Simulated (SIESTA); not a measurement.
CdS (Hawleyite):

```
Cd S
1.0
     0.00000    2.91650    2.91650
     2.91650    0.00000    2.91650
     2.91650    2.91650    0.00000
Cd S
1 1
Direct
  0.00000 0.00000 0.00000
  0.75000 0.75000 0.75000
```

Base run:

- Program: SIESTA 5.4.2
- Functional: PBEsol
- Potentials or basis: PseudoDojo 0.4 standard (PBEsol files)
- Basis: DZP (energy shift 0.003 Ry; two zetas on semicore shells)
- Grid cutoff: 800 Ry
- Energy shift: 0.003 Ry
- k mesh: 8 × 8 × 8
- Occupations: fermi-dirac, width 0.05 eV
- Spin: no spin polarisation

Its results: band gap on the k mesh 1.24 eV, direct; pressure 0.0 GPa.

The run is repeated on the same cell with these changes: functional from PBEsol to AM05. What comes out?

Band gap on the k mesh 1.34 eV, direct; pressure 0.6 GPa.

Caveats: the basis of atomic orbitals isn't converged, which shifts pressures, moduli and gaps; the potentials were made for another functional, which shifts forces and pressure (some runs).

Not every run made on this cell is shown here.
